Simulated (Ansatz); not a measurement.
# Sb (R-3m) in Ansatz: further runs

One crystal, Sb, is run at these levels: PBE, PBEsol, PBEsol+D3(BJ); tasks: single point, relaxation of cell and atoms.

Program: Ansatz 0.2.0. These are calculated values, not measurements. Logs are shortened: lines on timing, memory, paths and dates and some standing lists are left out, and cuts for length are marked.

### Step 1. Starting point

It takes space group R-3m (No. 166, trigonal). The conventional cell has a = 4.308 Å, b = 4.308 Å, c = 11.274 Å, α = 90.00°, β = 90.00°, γ = 120.00°. Around Sb (site symmetry 3m) lie 3 Sb at 2.91 Å.

### Step 2. Single point, PBE

File input.yaml:

```yaml
crystal:
  lattice:
    - [2.1542, 1.2437279499, 3.758]
    - [-2.1542, 1.2437279499, 3.758]
    - [0.0, -2.4874558998, 3.758]
  atoms:
    - { symbol: Sb, position: [0.76651, 0.76651, 0.76651] }
    - { symbol: Sb, position: [0.23349, 0.23349, 0.23349] }
kpoints:
  mp_grid: { grid: [5, 5, 5] }
scf:
  occupations: { method: fermi_dirac, width: 0.02 }
hamiltonian:
  xc: pbe
  pseudopotentials: { kind: all_electron, lapw: { basis_error: 0.004 } }
output:
  forces: true
  stress: true
  eigenvalues: true
```

Potentials or basis: all-electron LAPW, scalar-relativistic.

On the command line:

```
$ ansatz run input.yaml --threads 1 --pin off --max-ram 3072MiB --backend cpu --events-out ev --progress --plain --runs-dir out
```

Log:

```text
Warning: RAYON_NUM_THREADS=1 ignored (pool sized by the plan → 1); use --threads N
LAPW: plane waves up to 7.137 Å⁻¹, error target 4.0e-3 eV per atom; small_component_spin mean_spin; Sb in spheres of 1.454 Å, 23 of its electrons in bands, Dirac shells [] (how accurate: hamiltonian.pseudopotentials.lapw.basis_error, Limitations)
Engine: ansatz 0.2.0, aarch64-unknown-linux-gnu
Pseudopotentials: kind: all_electron
Pseudopotential: Sb, LAPW, valence charge 23, lapw/all_electron/scalar/gaussian/Sb, Koelling and Harmon's equation, gaussian nucleus
Functional definition: PBE
  parameter kappa = 0.804
  parameter beta = 0.06672455060314922
  exchange = pbe_x(kappa = kappa, mu = beta*pi^2/3)
  correlation = pbe_c(beta = beta)
Crystal: 2 atoms, lattice volume = 60.411 Å³
Basis set: ecut = 194.0552907751392 eV, 369 PW (Γ), FFT grids on a1−a3, a2−a3, a3, exchange–correlation at level 2
Bands: 28, of which v1, the nominal top of the filled ones, is band 23 counted from 1 (22 counted from 0)
Symmetry: 12 space group operations
Space group: R-3m (ITA 166), of the structure as read, at distance tolerance 3.9e-5 Å
k-points: 19 of 125
Non-local potential: Sb, projectors of the file, none
Initial density: superposition of atomic densities (chi_scale 0.1, normalization cell)
Initial wavefunctions: plane waves of lowest kinetic energy (no species holds an atomic orbital)
Functional: x = pbe(κ = 0.804, μ = 0.2195149727645171), c = pbe(β = 0.06672455060314922)
iter 1 solved again at ethr=1.68e-4 eV; its pass at ethr=1.00e-1 eV (dr2=7.71e-2 eV) is discarded
SCF iter   1: F=—  HF=-352736.397106 eV  |F-HF|=—  |Δ(HF+E_count)|=         —  Δρ=1.21e-2  dr2=7.82e-2  ethr=1.68e-4  ⟨swp⟩=3.0  Hψ=3512  notcnv=0
preconditioner: auto → none  [insulator: Δε(μ)=0.380 eV  Ē_g=9.484 eV  σ=0.020 eV  W_gap=1.00  n_scr=14 (ndim 8)  ℏωp=15.1 eV  f_vac=0.014  D(μ)=0.00/eV (n_scr^D=0)  ε∞_Penn≈3.5]
SCF iter   2: F=—  HF=-352736.394927 eV  |F-HF|=—  |Δ(HF+E_count)|=   2.18e-3  Δρ=5.93e-3  dr2=1.78e-2  ethr=1.68e-4  ⟨swp⟩=2.0  Hψ=1657  notcnv=0
iter 3 solved again at ethr=8.57e-7 eV; its pass at ethr=3.87e-5 eV (dr2=3.94e-4 eV) is discarded
SCF iter   3: F=—  HF=-352736.396725 eV  |F-HF|=—  |Δ(HF+E_count)|=   1.80e-3  Δρ=6.19e-4  dr2=3.92e-4  ethr=8.57e-7  ⟨swp⟩=2.0  Hψ=2714  notcnv=0
SCF iter   4: F=—  HF=-352736.396174 eV  |F-HF|=—  |Δ(HF+E_count)|=   5.51e-4  Δρ=1.30e-4  dr2=1.55e-5  ethr=8.52e-7  ⟨swp⟩=2.4  Hψ=1571  notcnv=0
SCF iter   5: F=—  HF=-352736.396178 eV  |F-HF|=—  |Δ(HF+E_count)|=   3.72e-6  Δρ=4.12e-5  dr2=2.00e-6  ethr=3.37e-8  ⟨swp⟩=3.0  Hψ=1622  notcnv=0
SCF iter   6: F=-352736.396177 eV  HF=-352736.396177 eV  |F-HF|=8.70e-8  |Δ(HF+E_count)|=   7.39e-7  Δρ=1.02e-5  dr2=5.51e-8  ethr=4.35e-9  ⟨swp⟩=2.2  Hψ=1567  notcnv=0
SCF 1 converged in 6 iterations: F = -352736.396177 eV  dr2 = 5.51e-8
SCF converged after 6 iterations
Free energy (F): -352736.396177 eV
Harris-Foulkes:  -352736.396177 eV  (|F-HF|=8.70e-8)
Internal energy: -352736.396174 eV  (E = F + TS)
E sigma→0 (E₀):  -352736.396175 eV
Entropy (-TS):   -0.000003 eV (-0.002 meV/atom)
Fermi energy:    12.800965 eV
--- Per-component energies (eV) ---
  E_band       = -1804.449521
  E_kinetic    = 371745.212920
  E_xc         = -9287.619815
  E_electrostatic = -715193.989279  (all electrons and nuclei)
  E_smearing   = -0.000003  (= −TS)
  E_closure    = 0.000000  (closes the sum)
  E_atoms      = -352728.128962  (free atoms, spherical and without spin; not in F)
  Σ components = -352736.396177   (vs F -352736.396177, Δ=0.00e0)
  Basis errors (estimates in eV, not in F): energy 1.5e-3 per atom: plane waves 1.4e-3 (8.2e-4 summed), levels above the bands 1.6e-114, relativity 5.6e-8, radial functions 1.2e-4, core shells 7.2e-9; eigenvalues (radial functions only) 1.2e-5; not estimated: angular momenta, meshes, grids; target (lapw.basis_error) 4.0e-3; muffin-tin radii Sb 1.454 Å
--- Forces (eV/Å), atoms counted from 1 ---
  atom   1  Sb    -0.00000000    -0.00000000    -0.03829602
  atom   2  Sb    -0.00000000    -0.00000000     0.03829602
  max |Σ_I F_I| component: 6.94e-18 eV/Å
--- Stress (GPa, compression-positive) ---
        3.015735       0.000000       0.000000
        0.000000       3.015735      -0.000000
        0.000000      -0.000000       1.887803
  P = ⅓ Tr σ = 2.6398 GPa (26.398 kbar)
--- Band table (eV; the first three rows and the last of 19) ---
  k-point 0: bands = ["-131.8179", "-131.8173", "-84.7951", "-84.7951", "-84.7909", "-84.7909", "-84.7771", "-84.7739", "-16.7437", "-16.7437", "-16.6555", "-16.6555", "-16.6314", "-16.5425", "-16.5425", "-16.5370", "-16.4619", "-16.4619", "0.0024", "7.9014", "10.6484", "10.9275", "10.9275", "14.8228", "15.4260", "15.4260", "17.8634", "17.8634"]
  k-point 1: bands = ["-131.8179", "-131.8173", "-84.7951", "-84.7948", "-84.7913", "-84.7909", "-84.7767", "-84.7742", "-16.7286", "-16.7214", "-16.6484", "-16.6428", "-16.6217", "-16.5527", "-16.5515", "-16.5449", "-16.4838", "-16.4779", "0.4427", "6.3387", "10.6976", "10.8453", "11.4706", "14.3241", "14.4775", "14.5219", "17.3909", "17.9388"]
  k-point 2: bands = ["-131.8177", "-131.8175", "-84.7951", "-84.7942", "-84.7921", "-84.7909", "-84.7759", "-84.7748", "-16.6985", "-16.6660", "-16.6361", "-16.6122", "-16.5997", "-16.5825", "-16.5786", "-16.5576", "-16.5293", "-16.5103", "1.7146", "3.8997", "10.7917", "10.8362", "12.0905", "12.9898", "13.1337", "13.3801", "19.1916", "20.2330"]
  k-point 18: bands = ["-131.8179", "-131.8174", "-84.7949", "-84.7947", "-84.7914", "-84.7910", "-84.7763", "-84.7745", "-16.6988", "-16.6932", "-16.6375", "-16.6306", "-16.6105", "-16.5605", "-16.5595", "-16.5532", "-16.5164", "-16.5103", "1.8614", "3.9329", "8.6543", "10.4747", "11.3355", "14.1464", "14.5668", "16.7147", "18.5781", "19.8539"]
```

Run time: 3.5 s. Hardware: 1 thread of Arm Neoverse V2, shared host; peak memory 0.26 GiB.

Results:

```
Free energy            : -352736.3962 eV
Pressure               : 2.6 GPa
Largest force          : 0.038 eV/Å
Band gap on the k mesh : 0.38 eV, indirect (least direct gap 0.71 eV)
```

Forces on the atoms (eV/Å):
```
Sb   0.000  0.000 -0.038
Sb   0.000  0.000  0.038
```

Levels at points of the mesh, in eV from the valence-band top:
| k point | band 20 | band 21 | band 22 | band 23 | band 24 | band 25 | band 26 | band 27 |
| --- | --- | --- | --- | --- | --- | --- | --- | --- |
| (0.00, 0.00, 0.00) | -4.71 | -1.96 | -1.69 | -1.69 | 2.21 | 2.81 | 2.81 | 5.25 |

Caveat: spin-orbit coupling is left out, which moves the levels of the heavy elements; an odd mesh through Γ misses points on the zone boundary, where band edges often lie.

### Step 3. Single point, PBE

input.yaml: that of step 2 with these lines changed.

```diff
@@ -9,8 +9,8 @@
 kpoints:
-  mp_grid: { grid: [5, 5, 5] }
+  mp_grid: { grid: [8, 8, 8] }
 scf:
-  occupations: { method: fermi_dirac, width: 0.02 }
+  occupations: { method: gaussian, width: 0.016 }
 hamiltonian:
   xc: pbe
-  pseudopotentials: { kind: all_electron, lapw: { basis_error: 0.004 } }
+  pseudopotentials: { kind: all_electron, lapw: { basis_error: 0.001 } }
 output:
```

Potentials or basis: all-electron LAPW, scalar-relativistic.

On the command line:

```
$ ansatz run input.yaml --threads 1 --pin off --max-ram 3072MiB --backend cpu --events-out ev --progress --plain --runs-dir out
```

Log:

```text
Warning: RAYON_NUM_THREADS=1 ignored (pool sized by the plan → 1); use --threads N
LAPW: plane waves up to 7.767 Å⁻¹, error target 1.0e-3 eV per atom; small_component_spin mean_spin; Sb in spheres of 1.454 Å, 23 of its electrons in bands, Dirac shells [] (how accurate: hamiltonian.pseudopotentials.lapw.basis_error, Limitations)
Engine: ansatz 0.2.0, aarch64-unknown-linux-gnu
Pseudopotentials: kind: all_electron
Pseudopotential: Sb, LAPW, valence charge 23, lapw/all_electron/scalar/gaussian/Sb, Koelling and Harmon's equation, gaussian nucleus
Functional definition: PBE
  parameter kappa = 0.804
  parameter beta = 0.06672455060314922
  exchange = pbe_x(kappa = kappa, mu = beta*pi^2/3)
  correlation = pbe_c(beta = beta)
Crystal: 2 atoms, lattice volume = 60.411 Å³
Basis set: ecut = 229.83639198486847 eV, 489 PW (Γ), exchange–correlation at level 2
Bands: 28, of which v1, the nominal top of the filled ones, is band 23 counted from 1 (22 counted from 0)
Symmetry: 12 space group operations
Space group: R-3m (ITA 166), of the structure as read, at distance tolerance 3.9e-5 Å
k-points: 65 of 512
Non-local potential: Sb, projectors of the file, none
Initial density: superposition of atomic densities (chi_scale 0.1, normalization cell)
Initial wavefunctions: plane waves of lowest kinetic energy (no species holds an atomic orbital)
Functional: x = pbe(κ = 0.804, μ = 0.2195149727645171), c = pbe(β = 0.06672455060314922)
iter 1 solved again at ethr=1.68e-4 eV; its pass at ethr=1.00e-1 eV (dr2=7.74e-2 eV) is discarded
SCF iter   1: F=—  HF=-352736.363645 eV  |F-HF|=—  |Δ(HF+E_count)|=         —  Δρ=1.24e-2  dr2=7.84e-2  ethr=1.68e-4  ⟨swp⟩=3.0  Hψ=12052  notcnv=0
preconditioner: auto → none  [insulator: Δε(μ)=0.049 eV  Ē_g=9.475 eV  σ=0.016 eV  W_gap=0.50  n_scr=14 (ndim 8)  ℏωp=15.1 eV  f_vac=0.017  D(μ)=0.84/eV (n_scr^D=0)  ε∞_Penn≈3.5]
SCF iter   2: F=—  HF=-352736.362595 eV  |F-HF|=—  |Δ(HF+E_count)|=   1.05e-3  Δρ=6.09e-3  dr2=1.90e-2  ethr=1.68e-4  ⟨swp⟩=2.0  Hψ=5676  notcnv=0
iter 3 solved again at ethr=9.63e-8 eV; its pass at ethr=4.14e-5 eV (dr2=4.43e-5 eV) is discarded
SCF iter   3: F=—  HF=-352736.364487 eV  |F-HF|=—  |Δ(HF+E_count)|=   1.89e-3  Δρ=3.41e-4  dr2=4.42e-5  ethr=9.63e-8  ⟨swp⟩=2.1  Hψ=9391  notcnv=0
SCF iter   4: F=—  HF=-352736.364117 eV  |F-HF|=—  |Δ(HF+E_count)|=         —  Δρ=9.43e-5  dr2=4.35e-6  ethr=9.61e-8  ⟨swp⟩=3.0  Hψ=5575  notcnv=0
the basis was enlarged: its passes take 70.0 KiB over the memory plan, 1 of 1 planned eigensolver slots
SCF iter   5: F=—  HF=-352736.364123 eV  |F-HF|=—  |Δ(HF+E_count)|=   6.12e-6  Δρ=2.96e-5  dr2=8.43e-7  ethr=9.45e-9  ⟨swp⟩=3.0  Hψ=5666  notcnv=0
SCF iter   6: F=—  HF=-352736.364122 eV  |F-HF|=—  |Δ(HF+E_count)|=   2.02e-7  Δρ=9.06e-6  dr2=1.12e-7  ethr=1.83e-9  ⟨swp⟩=3.0  Hψ=5542  notcnv=0
SCF iter   7: F=-352736.364122 eV  HF=-352736.364122 eV  |F-HF|=3.20e-9  |Δ(HF+E_count)|=   5.06e-9  Δρ=2.21e-6  dr2=3.47e-9  ethr=2.44e-10  ⟨swp⟩=2.7  Hψ=5410  notcnv=0
SCF 1 converged in 7 iterations: F = -352736.364122 eV  dr2 = 3.47e-9
the search or the solves at the SCF's close seem to have found levels that the self-consistency loop had missed (the run counts 1). By its estimate they hold under 1e-12 electrons; where the run keeps them, the occupations were computed again with them
SCF converged after 7 iterations
Free energy (F): -352736.364122 eV
Harris-Foulkes:  -352736.364122 eV  (|F-HF|=3.20e-9)
Internal energy: -352736.364012 eV  (E = F + TS)
E sigma→0 (E₀):  -352736.364067 eV
Entropy (-TS):   -0.000110 eV (-0.055 meV/atom)
Fermi energy:    12.827457 eV
--- Per-component energies (eV) ---
  E_band       = -1804.206166
  E_kinetic    = 371745.244228
  E_xc         = -9287.643443
  E_electrostatic = -715193.964797  (all electrons and nuclei)
  E_smearing   = -0.000110  (= −TS)
  E_closure    = 0.000000  (closes the sum)
  E_atoms      = -352728.128962  (free atoms, spherical and without spin; not in F)
  Σ components = -352736.364122   (vs F -352736.364122, Δ=0.00e0)
  Basis errors (estimates in eV, not in F): energy 4.1e-4 per atom: plane waves 3.8e-4 (2.1e-4 summed), levels above the bands 0.0e0, relativity 9.4e-9, radial functions 3.8e-5, core shells 4.3e-9; eigenvalues (radial functions only) 2.6e-7; not estimated: angular momenta, meshes, grids; target (lapw.basis_error) 1.0e-3; muffin-tin radii Sb 1.454 Å
--- Forces (eV/Å), atoms counted from 1 ---
  atom   1  Sb    -0.00000000    -0.00000000    -0.14082370
  atom   2  Sb     0.00000000     0.00000000     0.14082370
  max |Σ_I F_I| component: 4.63e-18 eV/Å
--- Stress (GPa, compression-positive) ---
        2.946108      -0.000000      -0.000000
       -0.000000       2.946108      -0.000000
       -0.000000      -0.000000       2.236664
  P = ⅓ Tr σ = 2.7096 GPa (27.096 kbar)
--- Band table (eV; the first three rows and the last of 65) ---
  k-point 0: bands = ["-131.8127", "-131.8121", "-84.7897", "-84.7897", "-84.7854", "-84.7854", "-84.7721", "-84.7690", "-16.7385", "-16.7385", "-16.6504", "-16.6504", "-16.6268", "-16.5373", "-16.5373", "-16.5323", "-16.4564", "-16.4564", "0.0025", "7.9091", "10.6551", "10.9270", "10.9270", "14.8123", "15.4247", "15.4247", "17.8681", "17.8681"]
  k-point 1: bands = ["-131.8127", "-131.8121", "-84.7897", "-84.7896", "-84.7856", "-84.7854", "-84.7720", "-84.7691", "-16.7323", "-16.7296", "-16.6475", "-16.6453", "-16.6230", "-16.5414", "-16.5402", "-16.5360", "-16.4653", "-16.4629", "0.1751", "7.1844", "10.6967", "10.8870", "11.1961", "14.7003", "14.9855", "15.0233", "17.3225", "17.7682"]
  k-point 2: bands = ["-131.8126", "-131.8121", "-84.7897", "-84.7892", "-84.7860", "-84.7855", "-84.7716", "-84.7693", "-16.7159", "-16.7044", "-16.6401", "-16.6311", "-16.6116", "-16.5531", "-16.5530", "-16.5426", "-16.4894", "-16.4804", "0.6878", "5.7272", "10.7161", "10.8174", "11.6419", "13.9850", "14.1012", "14.1827", "17.6741", "18.2970"]
  k-point 64: bands = ["-131.8127", "-131.8121", "-84.7894", "-84.7894", "-84.7857", "-84.7857", "-84.7717", "-84.7694", "-16.6897", "-16.6897", "-16.6323", "-16.6323", "-16.6068", "-16.5505", "-16.5505", "-16.5503", "-16.5096", "-16.5096", "1.5444", "3.7290", "11.4125", "11.4125", "12.2727", "12.8543", "12.8543", "13.8283", "19.7540", "21.6480"]
```

Run time: 13 s. Hardware: 1 thread of Arm Neoverse V2, shared host; peak memory 0.38 GiB.

What came out:

```
Free energy            : -352736.3641 eV
Pressure               : 2.7 GPa
Largest force          : 0.141 eV/Å
Band gap on the k mesh : none (metal or under the smearing width)
```

Forces on the atoms (eV/Å):
```
Sb   0.000  0.000 -0.141
Sb   0.000  0.000  0.141
```

Stress tensor (GPa, compression positive):
```
2.95 0.00 0.00
0.00 2.95 0.00
0.00 0.00 2.24
```

Levels at points of the mesh, in eV from the Fermi level:
```
              k point  band 21  band 22  band 23  band 24  band 25  band 26
   (0.00, 0.00, 0.00)    -2.17    -1.90    -1.90     1.98     2.60     2.60
  (0.00, 0.00, -0.50)    -2.04    -1.93    -0.41    -0.30     0.09     0.39
 (0.00, -0.50, -0.50)    -5.54    -3.86    -3.76     1.44     4.83     5.41
(-0.50, -0.50, -0.50)    -1.41    -1.41    -0.55     0.03     0.03     1.00
```

The run has no spin-orbit coupling, so splittings on Sb are missing.

### Step 4. Single point, PBEsol

input.yaml: that of step 3 with these lines changed.

```diff
@@ -11,5 +11,5 @@
 scf:
-  occupations: { method: gaussian, width: 0.016 }
+  occupations: { method: gaussian, width: 0.1 }
 hamiltonian:
-  xc: pbe
+  xc: pbesol
   pseudopotentials: { kind: all_electron, lapw: { basis_error: 0.001 } }
```

On the command line:

```
$ ansatz run input.yaml --threads 1 --pin off --max-ram 3072MiB --backend cpu --events-out ev --progress --plain --runs-dir out
```

It took 15 s on 1 thread of Arm Neoverse V2, shared host; peak memory 0.39 GiB.

Results (log left out):

| Quantity | Value |
| --- | --- |
| Free energy | -352583.6290 eV |
| Pressure | 0.0 GPa |
| Largest force | 0.100 eV/Å |
| Band gap on the k mesh | none (metal or under the smearing width) |

Forces in eV/Å, atoms in the order of the input:
```
Sb   0.000  0.000 -0.100
Sb   0.000  0.000  0.100
```

Stress tensor (GPa, compression positive):
```
 0.22  0.00  0.00
 0.00  0.22  0.00
 0.00  0.00 -0.35
```

Levels at points of the mesh, in eV from the Fermi level:
| k point | band 21 | band 22 | band 23 | band 24 | band 25 | band 26 |
| --- | --- | --- | --- | --- | --- | --- |
| (0.00, 0.00, 0.00) | -2.14 | -1.86 | -1.86 | 2.00 | 2.62 | 2.62 |
| (0.00, 0.00, -0.50) | -2.01 | -1.90 | -0.38 | -0.31 | 0.07 | 0.41 |
| (0.00, -0.50, -0.50) | -5.54 | -3.84 | -3.73 | 1.41 | 4.85 | 5.42 |
| (-0.50, -0.50, -0.50) | -1.38 | -1.38 | -0.58 | 0.05 | 0.05 | 1.00 |

### Step 5. Relaxation of cell and atoms, PBEsol+D3(BJ)

input.yaml: that of step 4 with these lines changed.

```diff
@@ -11,5 +11,6 @@
 scf:
-  occupations: { method: gaussian, width: 0.1 }
+  occupations: { method: fermi_dirac, width: 0.05 }
 hamiltonian:
   xc: pbesol
+  dispersion: d3bj
   pseudopotentials: { kind: all_electron, lapw: { basis_error: 0.001 } }
@@ -18,2 +19,5 @@
   stress: true
-  eigenvalues: true
+relax:
+  f_tol: 0.005
+  max_steps: 60
+  cell: {}
```

On the command line:

```
$ ansatz run input.yaml --threads 1 --pin off --max-ram 3072MiB --backend cpu --events-out ev --progress --plain --runs-dir out
```

Wall time 63 s (1 thread of Arm Neoverse V2, shared host); peak memory 0.41 GiB.

It converged, with:

```yaml
Free_energy: -352584.5726 eV
Relaxed_volume: 28.31 Å³/atom
Relaxed_cell: a = 4.352 Å, b = 4.352 Å, c = 4.352 Å, α = 58.74°, β = 58.74°, γ = 58.74°
Space_group_after_relaxing_to_0.05_Å: R-3m (No. 166)
Energy_gained_by_relaxing: 19.5 meV/atom
Ionic_steps: 7
Pressure_after_relaxing: 0.0 GPa
```

The path:
| step | energy change (eV) | largest force (eV/Å) | volume (Å³) |
| --- | --- | --- | --- |
| 1 | 0.0000 | 0.0999 | 60.41 |
| 2 | -0.0284 | 0.1817 | 55.74 |
| 3 | -0.0375 | 0.0252 | 56.81 |
| 4 | -0.0382 | 0.0321 | 56.38 |
| 5 | -0.0389 | 0.0050 | 56.64 |
| 6 | -0.0389 | 0.0007 | 56.61 |
| 7 | -0.0389 | 0.0008 | 56.61 |

Final structure:
```cif
data_structure
_symmetry_space_group_name_H-M 'P 1'
_symmetry_Int_Tables_number 1
_cell_length_a 4.3522
_cell_length_b 4.3522
_cell_length_c 4.3522
_cell_angle_alpha 58.738
_cell_angle_beta 58.738
_cell_angle_gamma 58.738
_cell_volume 56.61
loop_
_atom_site_label
_atom_site_type_symbol
_atom_site_fract_x
_atom_site_fract_y
_atom_site_fract_z
_atom_site_occupancy
Sb1 Sb 0.76204 0.76204 0.76204 1
Sb2 Sb 0.23796 0.23796 0.23796 1
```

Spin-orbit coupling is left out, which matters for the levels of Sb.

### Step 6. The runs side by side

| task | level | cell | k mesh | cutoff (eV) | smearing | basis error allowed | gap on the mesh (eV) | pressure (GPa) | largest force (eV/Å) |
| --- | --- | --- | --- | --- | --- | --- | --- | --- | --- |
| single point | PBE | as given | 5 × 5 × 5 | 194 | fermi-dirac 0.02 eV | 0.004 eV/atom | 0.38 | 2.6 | 0.04 |
| single point | PBE | as given | 8 × 8 × 8 | 230 | gaussian 0.016 eV | 0.001 eV/atom | none | 2.7 | 0.14 |
| single point | PBEsol | as given | 8 × 8 × 8 | 230 | gaussian 0.1 eV | 0.001 eV/atom | none | 0.0 | 0.10 |
| relaxation of cell and atoms | PBEsol+D3(BJ) | relaxed | 8 × 8 × 8 | - | fermi-dirac 0.05 eV | 0.001 eV/atom | - | 0.0 | - |

Alike in all rows: potentials or basis all-electron LAPW, scalar-relativistic; no spin polarisation.

On the cell as given the gap runs from zero (PBE) to 0.38 eV (PBE); the meshes differ, which moves gaps too. The pressure there spans 0.0 GPa (PBEsol) to 2.7 GPa (PBE); a positive pressure means that this level wants a larger cell, a negative one a smaller.

Caveats: spin-orbit coupling is left out, which moves the levels of the heavy elements (some runs); an odd mesh through Γ misses points on the zone boundary, where band edges often lie (some runs).

Compare energies only between runs with the same functional and basis.
